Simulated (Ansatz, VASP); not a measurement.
**AgCl in VASP and in Ansatz**

The input INCAR:

```
SYSTEM = AgCl
  PREC = Accurate
  ENCUT = 520
  EDIFF = 1E-6
  ISMEAR = 0
  SIGMA = 0.05
  LREAL = .FALSE.
  LASPH = .TRUE.
  NELM = 60
  ALGO = Normal
  ISIF = 2
  LWAVE = .FALSE.
  LCHARG = .FALSE.
  GGA = PS
  NBANDS = 16
```

File KPOINTS:

```
regular mesh
0
G
  8 8 8
  0 0 0
```

File POSCAR:

```
AgCl
1.0
    0.0000000000      2.6899555000      2.6899555000
    2.6899555000      0.0000000000      2.6899555000
    2.6899555000      2.6899555000      0.0000000000
Ag Cl
1 1
Direct
    0.5000000000      0.5000000000      0.5000000000
    0.0000000000      0.0000000000      0.0000000000
```

Input for Ansatz:

```yaml
crystal:
  lattice:
    - [0.0, 2.6899555, 2.6899555]
    - [2.6899555, 0.0, 2.6899555]
    - [2.6899555, 2.6899555, 0.0]
  atoms:
    - { symbol: Ag, position: [0.5, 0.5, 0.5] }
    - { symbol: Cl, position: [0.0, 0.0, 0.0] }
basis:
  ecutwfc: 420
kpoints:
  mp_grid: { grid: [8, 8, 8] }
hamiltonian:
  xc: pbesol
scf:
  occupations: { method: gaussian, width: 0.05 }
output:
  forces: true
  stress: true
  eigenvalues: true
```

Change from the starting cell: strain -0.030 along x and y, -0.030 along z, atoms carried along.

Alike in both runs: task single point; functional PBEsol; k mesh 8 × 8 × 8; occupations gaussian, width 0.05 eV; no spin polarisation.

|  | VASP | Ansatz |
| --- | --- | --- |
| version | VASP 6.6.1 | Ansatz 0.2.0 |
| potentials or method | VASP PAW PBE potentials, release 64 (Ag, Cl) | scalar-relativistic, plane waves, PAW |
| plane-wave cutoff (eV) | 520 | 420 |
| valence electrons in the cell | 18 | 26 |

Ansatz gave:

```
gap on the k mesh at the Fermi level (eV) : 0.73
least direct gap on the mesh (eV)         : 3.37
pressure (GPa)                            : 2.3
```

Task: Estimate VASP's values.

Result: gap on the k mesh at the Fermi level (eV): 0.73; least direct gap on the mesh (eV): 3.37; pressure (GPa): 2.2.

The functional is the same, so the differences come from potentials, cutoffs and numerics. The two sets of potentials don't hold the same shells in valence.

Caveats: the PAW data sets were made with another functional, which shifts forces and pressure a little (VASP). A k mesh can miss the band edges.
